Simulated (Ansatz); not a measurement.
**Molecular dynamics of Na**

The input (input.yaml):

```yaml
crystal:
  lattice:
    - [8.73309, 0.0, 0.0]
    - [0.0, 8.73309, 0.0]
    - [0.0, 0.0, 8.73309]
  atoms:
    - { symbol: Na, position: [0.15685481, 0.0318773, 0.04790622] }
    - { symbol: Na, position: [0.62017879, -0.04010144, -0.01914747] }
    - { symbol: Na, position: [0.02100215, 0.43036244, -0.01314291] }
    - { symbol: Na, position: [0.06073315, 0.0491802, 0.57963358] }
    - { symbol: Na, position: [0.4355319, 0.17472657, 0.26238505] }
    - { symbol: Na, position: [0.57077147, 0.43241175, -0.05332036] }
    - { symbol: Na, position: [0.56700915, -0.10957959, 0.5954358] }
    - { symbol: Na, position: [0.82120516, 0.21227493, 0.25876277] }
    - { symbol: Na, position: [0.09755802, 0.48833853, 0.49256542] }
    - { symbol: Na, position: [0.24054068, 0.61201486, 0.24577582] }
    - { symbol: Na, position: [0.29805473, 0.20604622, 0.80455097] }
    - { symbol: Na, position: [0.52784662, 0.44946, 0.54605795] }
    - { symbol: Na, position: [0.77756756, 0.76686142, 0.280339] }
    - { symbol: Na, position: [0.8331906, 0.25775666, 0.73928151] }
    - { symbol: Na, position: [0.26531236, 0.66862551, 0.80778197] }
    - { symbol: Na, position: [0.84902005, 0.68321214, 0.69900148] }
basis:
  ecutwfc: 420.0
kpoints:
  mp_grid: { grid: [1, 1, 1] }
hamiltonian:
  xc: pbe
scf:
  occupations: { method: fermi_dirac, width: 0.1 }
  lower_state_search: "off"
md:
  timestep: 3.0
  n_steps: 280
  ensemble: nvt_langevin
  temperature: 720.0
  initial_velocities: maxwell_boltzmann
  seed: 717952
  friction: 0.02
  temperature_schedule:
    - { n_steps: 210, end_temperature: 300.0 }
    - { n_steps: 70, end_temperature: 300.0 }
```

Launched with:

```bash
$ ansatz run input.yaml --threads 1 --pin off --max-ram 3072MiB --backend cpu --events-out ev --progress --plain --runs-dir out
```

It goes on from the last frame of an earlier run, with new velocities.

Output, in part (step lines):

```
md step     0: t =     0.00 fs  T =   675.0 K (target 720.0 K)  F+E_penalty+E_count = -23779.40973035 eV  E_kin = 1.396008 eV  (8 SCF iters)
md step     1: t =     3.00 fs  T =   743.7 K (target 719.0 K)  F+E_penalty+E_count = -23779.41413392 eV  E_kin = 1.537998 eV  (6 SCF iters)
md step     2: t =     6.00 fs  T =   707.1 K (target 717.0 K)  F+E_penalty+E_count = -23779.42616013 eV  E_kin = 1.462494 eV  (7 SCF iters)
md step     3: t =     9.00 fs  T =   890.8 K (target 715.0 K)  F+E_penalty+E_count = -23779.44214765 eV  E_kin = 1.842289 eV  (6 SCF iters)
md step     4: t =    12.00 fs  T =  1028.5 K (target 713.0 K)  F+E_penalty+E_count = -23779.45707696 eV  E_kin = 2.127106 eV  (7 SCF iters)
md step     5: t =    15.00 fs  T =  1035.1 K (target 711.0 K)  F+E_penalty+E_count = -23779.47195700 eV  E_kin = 2.140764 eV  (5 SCF iters)
md step     6: t =    18.00 fs  T =   999.8 K (target 709.0 K)  F+E_penalty+E_count = -23779.48494708 eV  E_kin = 2.067752 eV  (5 SCF iters)
md step     7: t =    21.00 fs  T =   770.5 K (target 707.0 K)  F+E_penalty+E_count = -23779.49123403 eV  E_kin = 1.593600 eV  (5 SCF iters)
[... lines left out ...]
md step   279: t =   837.00 fs  T =   291.3 K (target 300.0 K)  F+E_penalty+E_count = -23780.24685067 eV  E_kin = 0.602442 eV  (5 SCF iters)
md step   280: t =   840.00 fs  T =   251.3 K (target 300.0 K)  F+E_penalty+E_count = -23780.24697167 eV  E_kin = 0.519675 eV  (6 SCF iters)
```

The steps, from the saved trajectory:

```json
{"time (fs)": "0.0", "T (K)": "675", "potential energy less start (eV)": "0.000"}
{"time (fs)": "27.0", "T (K)": "757", "potential energy less start (eV)": "-0.085"}
{"time (fs)": "54.0", "T (K)": "596", "potential energy less start (eV)": "-0.238"}
{"time (fs)": "81.0", "T (K)": "713", "potential energy less start (eV)": "-0.198"}
{"time (fs)": "108.0", "T (K)": "626", "potential energy less start (eV)": "-0.336"}
{"time (fs)": "135.0", "T (K)": "627", "potential energy less start (eV)": "-0.387"}
{"time (fs)": "162.0", "T (K)": "545", "potential energy less start (eV)": "-0.344"}
{"time (fs)": "189.0", "T (K)": "628", "potential energy less start (eV)": "-0.374"}
{"time (fs)": "216.0", "T (K)": "597", "potential energy less start (eV)": "-0.286"}
{"time (fs)": "243.0", "T (K)": "619", "potential energy less start (eV)": "-0.048"}
{"time (fs)": "270.0", "T (K)": "683", "potential energy less start (eV)": "-0.203"}
{"time (fs)": "297.0", "T (K)": "647", "potential energy less start (eV)": "-0.386"}
{"time (fs)": "324.0", "T (K)": "390", "potential energy less start (eV)": "-0.365"}
{"time (fs)": "351.0", "T (K)": "383", "potential energy less start (eV)": "-0.276"}
{"time (fs)": "378.0", "T (K)": "400", "potential energy less start (eV)": "-0.253"}
{"time (fs)": "405.0", "T (K)": "298", "potential energy less start (eV)": "-0.241"}
{"time (fs)": "432.0", "T (K)": "320", "potential energy less start (eV)": "-0.232"}
{"time (fs)": "459.0", "T (K)": "466", "potential energy less start (eV)": "-0.420"}
{"time (fs)": "486.0", "T (K)": "545", "potential energy less start (eV)": "-0.707"}
{"time (fs)": "513.0", "T (K)": "373", "potential energy less start (eV)": "-0.776"}
{"time (fs)": "540.0", "T (K)": "486", "potential energy less start (eV)": "-0.750"}
{"time (fs)": "567.0", "T (K)": "401", "potential energy less start (eV)": "-0.786"}
{"time (fs)": "594.0", "T (K)": "456", "potential energy less start (eV)": "-0.836"}
{"time (fs)": "621.0", "T (K)": "275", "potential energy less start (eV)": "-0.772"}
{"time (fs)": "648.0", "T (K)": "198", "potential energy less start (eV)": "-0.744"}
{"time (fs)": "675.0", "T (K)": "382", "potential energy less start (eV)": "-0.769"}
{"time (fs)": "702.0", "T (K)": "308", "potential energy less start (eV)": "-0.713"}
{"time (fs)": "729.0", "T (K)": "235", "potential energy less start (eV)": "-0.693"}
{"time (fs)": "756.0", "T (K)": "264", "potential energy less start (eV)": "-0.759"}
{"time (fs)": "783.0", "T (K)": "288", "potential energy less start (eV)": "-0.776"}
{"time (fs)": "810.0", "T (K)": "242", "potential energy less start (eV)": "-0.818"}
{"time (fs)": "837.0", "T (K)": "291", "potential energy less start (eV)": "-0.837"}
```

All steps were run. The schedule's set-point averaged 335 K over the second half and the system 346 K. A run of 0.84 ps of so small a system gives no equilibrium averages. Limits of this set-up: coarse k mesh.

Mean squared displacements from the first frame to the last, about the centre of mass: Na 0.85 Å².

Last frame:

```xyz
16
Lattice="8.7331 0.0000 0.0000 0.0000 8.7331 0.0000 0.0000 0.0000 8.7331" Properties=species:S:1:pos:R:3
Na 0.265 -0.654 0.523
Na 4.719 -0.308 0.419
Na 0.599 4.008 0.935
Na 0.368 -0.819 4.929
Na 2.510 1.223 2.670
Na 4.201 3.324 0.619
Na 4.601 -0.730 5.074
Na 6.608 0.803 2.836
Na 0.130 3.188 4.297
Na 2.972 5.783 3.100
Na 1.821 1.463 7.124
Na 4.951 3.468 4.942
Na 6.664 5.508 2.168
Na 6.965 1.907 6.918
Na 2.625 6.496 7.506
Na 6.712 5.822 6.907
```

Time of the run: 12 min on 1 thread of Arm Neoverse V2, with other jobs on the host, peak memory 0.52 GiB.
